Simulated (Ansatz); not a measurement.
A relaxation computed with Ansatz, from input to last step.

```yaml
crystal:
  lattice:
    - [3.4814685988, 0.0, 0.0]
    - [-1.7407342994, 3.015040249, 0.0]
    - [0.0, 0.0, 5.4654455524]
  atoms:
    - { symbol: Mn, position: [0.3333333333, 0.6666666667, -0.0005439937], spin: 4.46 }
    - { symbol: Mn, position: [0.6666666667, 0.3333333333, 0.4994560063], spin: 4.46 }
    - { symbol: O, position: [0.3333333333, 0.6666666667, 0.3869739937], spin: 0.23 }
    - { symbol: O, position: [0.6666666667, 0.3333333333, 0.8869739937], spin: 0.23 }
basis:
  ecutwfc: 500
kpoints:
  mp_grid: { grid: [12, 12, 8] }
hamiltonian:
  xc: r2scan
scf:
  occupations: { method: gaussian, width: 0.1 }
output:
  forces: true
  stress: true
  eigenvalues: true
  populations: true
magnetization:
  spin_polarized: true
relax:
  adjacent_minimum: "off"
  f_tol: 0.01
  max_steps: 30
  cell: { stress_tol: 0.1, fix: [volume] }
```

```bash
ansatz run input.yaml --threads 1 --pin off --max-ram 2560MiB --backend cpu --events-out ev --progress --plain --runs-dir out
```

All numbers below come from DFT r2SCAN, scalar-relativistic, plane waves, PAW (Ansatz).

The volume is held at 1.06 times that of the relaxed cell.

Of 3 frames 2 are shown, positions in Å and forces in eV/Å; the SCF threshold varies from step to step. Steps run on the plane waves of an earlier cell, with a Pulay correction in the pressure. The basis is chosen afresh for the last frame, the zero of the energies, and at times for earlier ones too; energy and pressure can step there, also at an unchanged geometry. Where two frames share a geometry here, they differ by under 2 meV/atom and 0.3 GPa.

```xyz
4
Lattice="3.4815 0.0000 0.0000 -1.7407 3.0150 0.0000 0.0000 0.0000 5.4654" Properties=species:S:1:pos:R:3:forces:R:3 pbc="T T T" step=1 free_energy_over_end_meV_per_atom=0.04 pressure_GPa=-6.49
Mn    0.0000    2.0100   -0.0030    0.0000    0.0000    0.0048
Mn    1.7407    1.0050    2.7298    0.0000    0.0000    0.0048
O     0.0000    2.0100    2.1150    0.0000    0.0000   -0.0045
O     1.7407    1.0050    4.8477    0.0000    0.0000   -0.0045
4
Lattice="3.4788 0.0000 0.0000 -1.7394 3.0127 0.0000 0.0000 0.0000 5.4738" Properties=species:S:1:pos:R:3:forces:R:3 pbc="T T T" step=3 free_energy_over_end_meV_per_atom=0.00 pressure_GPa=-6.47
Mn    0.0000    2.0085   -0.0016    0.0000    0.0000    0.0063
Mn    1.7394    1.0042    2.7353    0.0000    0.0000    0.0063
O     0.0000    2.0085    2.1168    0.0000    0.0000   -0.0059
O     1.7394    1.0042    4.8537    0.0000    0.0000   -0.0059
```

The run took 82 s on 1 thread of AMD EPYC 9R45 96-Core Processor (Zen 5), with other jobs on the host, peak memory 0.79 GiB.

The state reached may not be the lowest one. The program reads another magnetic order as possibly lower. Moments started parallel, and an antiferromagnetic order may lie lower.